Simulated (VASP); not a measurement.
Here is a VASP 6.6.1 calculation.

File INCAR:

```
PREC     = Accurate       # precision mode
ENCUT    = 600            # plane-wave cutoff, eV
EDIFF    = 1E-6           # SCF threshold, eV
ISMEAR   = 0              # smearing method
SIGMA    = 0.03           # smearing width, eV
LREAL    = False          # projectors in reciprocal space
LASPH    = True           # aspherical terms in the spheres
NELM     = 80             # most SCF steps
ALGO     = Normal         # electronic algorithm
ISIF     = 3              # what is computed and relaxed
LWAVE    = False          # write WAVECAR
LCHARG   = False          # write CHGCAR
GGA      = PE             # functional
IBRION   = 2              # ionic algorithm
NSW      = 90             # ionic steps
EDIFFG   = -0.01          # ionic threshold
KPAR     = 2
```

KPOINTS

```
Automatic mesh
0
Gamma
  9 9 2
```

POSCAR

```
Te2Mo
1.0
    3.5182000000      0.0000000000      0.0000000000
   -1.7591000000      3.0468505756      0.0000000000
    0.0000000000      0.0000000000     13.9736000000
Te Mo
4 2
Direct
    0.3333333333      0.6666666667      0.6210000000
    0.6666666667      0.3333333333      0.1210000000
    0.3333333333      0.6666666667      0.8790000000
    0.6666666667      0.3333333333      0.3790000000
    0.3333333333      0.6666666667      0.2500000000
    0.6666666667      0.3333333333      0.7500000000
```

Potentials or basis: VASP PAW PBE potentials, release 64 (Te, Mo_sv).

Run with:

```console
$ cat potpaw_PBE.64/Te/POTCAR potpaw_PBE.64/Mo_sv/POTCAR > POTCAR
$ mpirun -np 2 vasp_std > vasp.out
```

Problem. Predict the band gap on the k mesh.

Solution. 1.03 eV, direct.

Problem. Estimate the relaxed cell.

Solution. a = 3.555 Å, b = 3.555 Å, c = 15.196 Å, α = 90.00°, β = 90.00°, γ = 120.00°.

Problem. Estimate the space group after relaxing (to 0.05 Å).

Solution. P6_3/mmc (No. 194).

Final structure:
```cif
data_structure
_symmetry_space_group_name_H-M 'P 1'
_symmetry_Int_Tables_number 1
_cell_length_a 3.5548
_cell_length_b 3.5548
_cell_length_c 15.1958
_cell_angle_alpha 90.000
_cell_angle_beta 90.000
_cell_angle_gamma 120.000
_cell_volume 166.30
loop_
_atom_site_label
_atom_site_type_symbol
_atom_site_fract_x
_atom_site_fract_y
_atom_site_fract_z
_atom_site_occupancy
Te1 Te 0.33333 0.66667 0.63091 1
Te2 Te 0.66667 0.33333 0.13091 1
Te3 Te 0.33333 0.66667 0.86909 1
Te4 Te 0.66667 0.33333 0.36909 1
Mo1 Mo 0.33333 0.66667 0.25000 1
Mo2 Mo 0.66667 0.33333 0.75000 1
```

Caveat: spin-orbit coupling is left out, which moves the levels of the heavy elements; an odd mesh through Γ misses points on the zone boundary, where band edges often lie. PBE usually gives volumes a little too large and moduli too small.
